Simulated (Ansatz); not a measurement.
The system is RbCl.

```
Rb Cl
1.0
     0.00000    3.27400    3.27400
     3.27400    0.00000    3.27400
     3.27400    3.27400    0.00000
Rb Cl
1 1
Direct
  0.00000 0.00000 0.00000
  0.50000 0.50000 0.50000
```

Base run:

```yaml
Program: Ansatz 0.2.0
Functional: PBEsol
Potentials_or_basis: all-electron LAPW, scalar-relativistic
Cutoff: 130 eV (chosen from the basis error)
Basis_error_allowed: 0.001 eV/atom
k_mesh: 7 × 7 × 7
Occupations: gaussian, width 0.1 eV
Spin: no spin polarisation
```

Its results: band gap on the k mesh 4.89 eV, direct; pressure 0.0 GPa.

Task: The run is repeated on the same cell with these changes: functional from PBEsol to RPBE. What comes out?

Result: Band gap on the k mesh 5.40 eV, direct; pressure 2.6 GPa.

RPBE binds less tightly than PBEsol, so the same cell stands under more pressure.

Caveats: an odd mesh through Γ misses points on the zone boundary, where band edges often lie.
